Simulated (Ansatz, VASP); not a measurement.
**Ru in VASP and in Ansatz**

```
Ru
1.0
     4.92342    0.00000    0.00000
     0.00000    4.92342    0.00000
     0.00000    0.00000    4.92342
Ru
8
Direct
  0.00000 0.00000 0.00000
  0.50000 0.50000 0.50000
  0.25000 0.00000 0.50000
  0.75000 0.00000 0.50000
  0.50000 0.25000 0.00000
  0.50000 0.75000 0.00000
  0.00000 0.50000 0.25000
  0.00000 0.50000 0.75000
```

Alike in both runs: functional BLYP; k mesh 6 × 6 × 6; occupations fermi-dirac, width 0.1 eV; no spin polarisation.

Ansatz relaxed the structure, and its values are those at the end. VASP's run is a single point on that final structure, the one shown.

|  | VASP | Ansatz |
| --- | --- | --- |
| version | VASP 6.6.1 | Ansatz 0.2.0 |
| potentials or method | VASP PAW PBE potentials, release 64 (Ru_pv) | plane waves (420 eV) with PAW, scalar-relativistic |
| plane-wave cutoff (eV) | 520 | 420 |
| valence electrons in the cell | 112 | 128 |

VASP gave:

```
pressure (GPa) : 0.6
```

Which values does Ansatz return?

Pressure (GPa): 0.0.

With one functional, cell and mesh, what is left measures potentials, basis and numerics. The two sets of potentials don't hold the same shells in valence.

Caveats: the PAW data sets were made with another functional, which shifts forces and pressure a little (VASP).
